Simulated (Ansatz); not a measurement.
Crystal: Ga.

```
Ga
1.0
    -1.38440    1.38440    2.31122
     1.38440   -1.38440    2.31122
     1.38440    1.38440   -2.31122
Ga
1
Direct
  0.00000 0.00000 0.00000
```

This isn't the form of Ga at room conditions, which is orthorhombic.

| Quantity | Value |
| --- | --- |
| Program | Ansatz 0.2.0 |
| Task | relaxation of cell and atoms |
| Functional | HSE03 |
| Potentials or basis | Ansatz PAW |
| Cutoff | 420 eV (not typed: the program's choice for these potentials) |
| k mesh | 7 × 7 × 7 |
| Occupations | fermi-dirac, width 0.05 eV |
| Spin | no spin polarisation |

At the start: volume 17.72 Å³/atom.

Q: Where does the relaxation end?

A: It ends after 11 steps and the volume is 17.90 Å³/atom (+1.0 %); space group I4/mmm (No. 139, to 0.05 Å).

The path:
```
step  energy change (eV)  largest force (eV/Å)  volume (Å³)
   1              0.0000                0.0000        17.72
   2             -0.0219                0.0000        18.23
   3             -0.0220                0.0000        18.21
   4             -0.0224                0.0000        18.17
   5             -0.0241                0.0000        18.08
   6             -0.0322                0.0000        17.65
   7             -0.0341                0.0000        17.97
   8             -0.0345                0.0000        17.92
   9             -0.0346                0.0000        17.90
  10             -0.0346                0.0000        17.90
  11             -0.0345                0.0000        17.90
```

Final structure:
```yaml
crystal:
  lattice:
    - [-1.45432, 1.45432, 2.11630]
    - [1.45432, -1.45432, 2.11630]
    - [1.45432, 1.45432, -2.11630]
  atoms:
    - { symbol: Ga, position: [0.00000, 0.00000, 0.00000] }
```

Caveat: the k mesh is coarse (spacing up to 0.46 Å⁻¹), so the values aren't converged, least of all with exact exchange; the plane-wave basis is chosen anew once the cell has moved, so the energies of steps on either side of that aren't comparable; the PAW data sets come from PBE, with cores solved anew for the run's functional, which leaves a small shift of forces and pressure.
